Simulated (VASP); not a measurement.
## Ba: single point with PBE

The system is Ba.

```
CELL_PARAMETERS angstrom
3.97844 -0.04543 0.04109
-0.04543 3.91100 0.04023
0.04109 0.04023 3.86591
ATOMIC_POSITIONS crystal
Ba 0.99924 0.00960 0.99227
```

The cell isn't the ideal one: grid = ENCUT=900 k=17x17x17 ISMEAR=1 SIGMA=0.1 PREC=Accurate EDIFF=1e-08 LREAL=False ADDGRID=False LASPH=True; cell strained at random at fixed volume.

```json
{
 "Program": "VASP 6.6.1",
 "Task": "single point",
 "Functional": "PBE",
 "Potentials or basis": "VASP PAW PBE potentials, release 64 (Ba_sv)",
 "Cutoff": "900 eV",
 "k mesh": "17 × 17 × 17",
 "Occupations": "methfessel-paxton, width 0.1 eV",
 "Spin": "no spin polarisation"
}
```

```
Pressure               : 0.3 GPa
Band gap on the k mesh : none (metal or under the smearing width)
```

Stress tensor (GPa, compression positive):
```
-0.18 -0.13  0.12
-0.13  0.38  0.11
 0.12  0.11  0.80
```

Levels at points of the mesh, in eV from the Fermi level:
```csv
k point,band 1,band 2,band 3,band 4,band 5,band 6,band 7,band 8,band 9
"(0.00, 0.00, 0.00)",-29.13,-13.99,-13.94,-13.91,-2.57,0.04,0.04,4.88,4.96
```

It took 29 min on 1 thread of Intel(R) Xeon(R) Platinum 8259CL CPU @ 2.50GHz (Skylake/Cascade Lake) (shared host), peak memory 3 GiB.

The run has no spin-orbit coupling, so splittings on Ba are missing.
